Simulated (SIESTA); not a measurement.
Wanted: the native input for a SIESTA 5.4.2 run.

```
Task                : band structure
Functional          : PBE
Potentials or basis : PseudoDojo 0.4 standard (PBE files)
Basis               : DZP (energy shift 0.003 Ry; two zetas on semicore shells)
Grid cutoff         : 500 Ry
Energy shift        : 0.003 Ry
k mesh              : 9 × 9 × 1
Occupations         : fermi-dirac, width 0.05 eV
Spin                : no spin polarisation
dipole correction   : yes
```

In, a slab with vacuum:

```
CELL_PARAMETERS angstrom
3.33927 0.00000 0.00000
-1.66964 2.89190 0.00000
0.00000 0.00000 23.20746
ATOMIC_POSITIONS crystal
In 0.66667 0.33333 0.32317
In 0.33333 0.66667 0.44131
In 0.66667 0.33333 0.55869
In 0.33333 0.66667 0.67683
```

The slab is cut from a database's or a generator's crystal, which needn't be the stable form of the element.

These files were run (other wordings do the same):

In.fdf

```
SystemName                      In
SystemLabel                     In
NumberOfSpecies                 1
NumberOfAtoms                   4
%block ChemicalSpeciesLabel
  1  49 In
%endblock ChemicalSpeciesLabel

UseStructFile                   true

%block kgrid.MonkhorstPack
    9   0   0  0.0
    0   9   0  0.0
    0   0   1  0.0
%endblock kgrid.MonkhorstPack
XC.Functional                   GGA
XC.Authors                      PBE
PAO.BasisSize                   DZP
PAO.EnergyShift                 0.003 Ry
Mesh.Cutoff                     500 Ry
OccupationFunction              FD
ElectronicTemperature           0.05 eV
Slab.DipoleCorrection           vacuum
MaxSCFIterations                120
SCF.MustConverge                false
SCF.Mixer.Method                Pulay
SCF.Mixer.Weight                0.25
SCF.Mixer.History               8
SCF.DM.Tolerance                5.0e-05
SCF.H.Tolerance                 1.0e-03 eV
WriteForces                     true
Charge.Mulliken                 end
Charge.Hirshfeld                end
Charge.Voronoi                  end
SaveRho                         true
SaveElectrostaticPotential      true
BandLinesScale                  ReciprocalLatticeVectors
%block BandLines
    1    0.000000   0.000000   0.000000  \Gamma
   14    0.500000   0.000000   0.000000  M
    8    0.333333   0.333333   0.000000  K
   16    0.000000   0.000000   0.000000  \Gamma
    2    0.000000   0.000000   0.500000  A
   14    0.500000   0.000000   0.500000  L
    8    0.333333   0.333333   0.500000  H
   16    0.000000   0.000000   0.500000  A
    1    0.500000   0.000000   0.500000  L
    2    0.500000   0.000000   0.000000  M
    1    0.333333   0.333333   0.000000  K
    2    0.333333   0.333333   0.500000  H
%endblock BandLines
%block PAO.Basis
  In 4
  n=5 0 2
    6.996 0.000
  n=5 1 2
    9.500 0.000
  n=4 2 2
    4.106 0.000
  n=5 2 1
    9.500
%endblock PAO.Basis
```

In.STRUCT_IN

```
   3.3392736332     0.0000000000     0.0000000000
  -1.6696368166     2.8918957965     0.0000000000
   0.0000000000     0.0000000000    23.2074632500
4
1  49    0.6666666667     0.3333333333     0.3231719003
1  49    0.3333333333     0.6666666667     0.4413060572
1  49    0.6666666667     0.3333333333     0.5586939428
1  49    0.3333333333     0.6666666667     0.6768280997
```

Potentials or basis: PseudoDojo 0.4 standard (PBE files), DZP (energy shift 0.003 Ry; two zetas on semicore shells).

Launch:

```console
$ siesta < In.fdf > In.out 2>&1
```

It gave:

- Largest force: 0.140 eV/Å
- Band gap on the k mesh: none (metal or under the smearing width)
- Work function: 3.68 eV

Caveat: spin-orbit coupling is left out, which moves the levels of the heavy elements; the basis of atomic orbitals isn't converged, which shifts pressures, moduli and gaps.

It took 100 s on 1 thread of Arm Neoverse V2 (shared host), peak memory 0.45 GiB.
